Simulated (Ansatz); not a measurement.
# TePb: strain and displacement

```xyz
2
Lattice="0.0000 3.2270 3.2270 3.2270 0.0000 3.2270 3.2270 3.2270 0.0000" Properties=species:S:1:pos:R:3 pbc="T T T"
Te    3.2270    3.2270    3.2270
Pb    0.0000    0.0000    0.0000
```

Atom numbers follow the list: Te1, Pb2.

Conventional cell: a = 6.454 Å, b = 6.454 Å, c = 6.454 Å, α = 90.00°, β = 90.00°, γ = 90.00°. Te (atom 1) is surrounded by 6 Pb at 3.23 Å. Pb (atom 2) is surrounded by 6 Te at 3.23 Å.

The cell is COD entry 9008696, as deposited and not checked against the literature; nothing was relaxed.

No spin–orbit coupling, which matters for the heavy atoms here.

Theory: DFT, PBE, all-electron LAPW, scalar-relativistic in Ansatz 0.2.0.

Sampling and basis: a Γ-centred 11×11×11 k mesh, Fermi–Dirac smearing of 0.08 eV, basis error target 1 meV/atom, no spin polarisation.

The unchanged cell is at 2.32 GPa, so energy changes include a term −P ΔV where the volume moves.

x, y and z are the Cartesian axes of the cell as listed; fractional coordinates follow a strain, and an engineering shear is twice the off-diagonal strain component.

(1) One change gave: energy change +2 meV/atom; stress change (xx, yy, zz, yz, xz, xy) -0.61, -0.61, 1.33, 0.00, 0.00, 0.00 GPa, compression positive; gap on the k mesh 0.84 → 0.83 eV. Which change was it?
A. x and y strained by +1.5 %, z held
B. atom 1 (Te) moved by (0.0000, 0.0000, 0.2000) Å
C. z strained by -1 % at fixed volume

Results:

(1) C. For x and y strained by +1.5 %, z held: energy change -8 meV/atom; stress change (xx, yy, zz, yz, xz, xy) -1.89, -1.89, -0.21, 0.00, 0.00, 0.00 GPa, compression positive; gap on the k mesh 0.84 → 0.89 eV. For atom 1 (Te) moved by (0.0000, 0.0000, 0.2000) Å: energy change +10 meV/atom; stress change (xx, yy, zz, yz, xz, xy) -0.02, -0.02, 1.57, 0.00, 0.00, 0.00 GPa, compression positive; change of the force on Te1 (0.000, 0.000, -0.259) eV/Å; gap on the k mesh 0.84 → 1.02 eV.
